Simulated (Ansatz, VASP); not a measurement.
NaI in VASP and in Ansatz

INCAR

```
SYSTEM = NaI
PREC = Accurate
ENCUT = 520
EDIFF = 1E-7
ISMEAR = -1
SIGMA = 0.05
LREAL = .False.
LASPH = .True.
NELM = 100
ALGO = Normal
ISIF = 2
LWAVE = .False.
LCHARG = .False.
GGA = PS
NBANDS = 14
```

File KPOINTS:

```
Automatic mesh
0
Gamma
  10 10 10
  0 0 0
```

Contents of POSCAR:

```
NaI
1.0
    0.0000000000      3.5813786338      3.5813786338
    3.5813786338      0.0000000000      3.5813786338
    3.5813786338      3.5813786338      0.0000000000
Na I
1 1
Direct
    0.0000000000      0.0000000000      0.0000000000
    0.2500000000      0.2500000000      0.2500000000
```

Input for Ansatz:

```yaml
crystal:
  lattice:
    - [0.0, 3.5813786338, 3.5813786338]
    - [3.5813786338, 0.0, 3.5813786338]
    - [3.5813786338, 3.5813786338, 0.0]
  atoms:
    - { symbol: Na, position: [0.0, 0.0, 0.0] }
    - { symbol: I, position: [0.25, 0.25, 0.25] }
kpoints:
  mp_grid: { grid: [10, 10, 10] }
  band_path:
    path:
      - [0.0, 0.0, 0.0]
      - [-0.5, -0.5, 0.0]
      - [-0.375, -0.375, 0.25]
      - [-0.375, 0.0, 0.375]
      - [0.0, 0.0, 0.0]
      - [0.0, 0.0, 0.5]
      - [-0.5, -0.25, 0.25]
      - [-0.5, -0.5, 0.0]
    npoints: 5
scf:
  occupations: { method: fermi_dirac, width: 0.05 }
hamiltonian:
  xc: pbesol
  pseudopotentials: { kind: all_electron, lapw: { basis_error: 0.001 } }
output:
  forces: true
  stress: true
  eigenvalues: true
```

Alike in both runs: task single point; functional PBEsol; k mesh 10 × 10 × 10; occupations fermi-dirac, width 0.05 eV; no spin polarisation.

```csv
,VASP,Ansatz
version,VASP 6.6.1,Ansatz 0.2.0
potentials or method,"VASP PAW PBE potentials, release 64 (Na_pv, I)","all-electron LAPW, scalar-relativistic"
plane-wave cutoff (eV),520,see its input
```

|  | VASP | Ansatz | Ansatz less VASP |
| --- | --- | --- | --- |
| gap on the k mesh at the Fermi level (eV) | 3.68 | 3.69 | +0.004 |
| pressure (GPa) | -0.4 | -0.4 | -0.02 |

Ansatz ran all-electron here, so the differences hold the error of VASP's frozen core and of both bases.

Caveats: the PAW data sets were made with another functional, which shifts forces and pressure a little (VASP); spin-orbit coupling is left out, which moves the levels of the heavy elements. PBEsol gaps usually lie below the measured ones, often by a third to a half. A k mesh can miss the band edges.
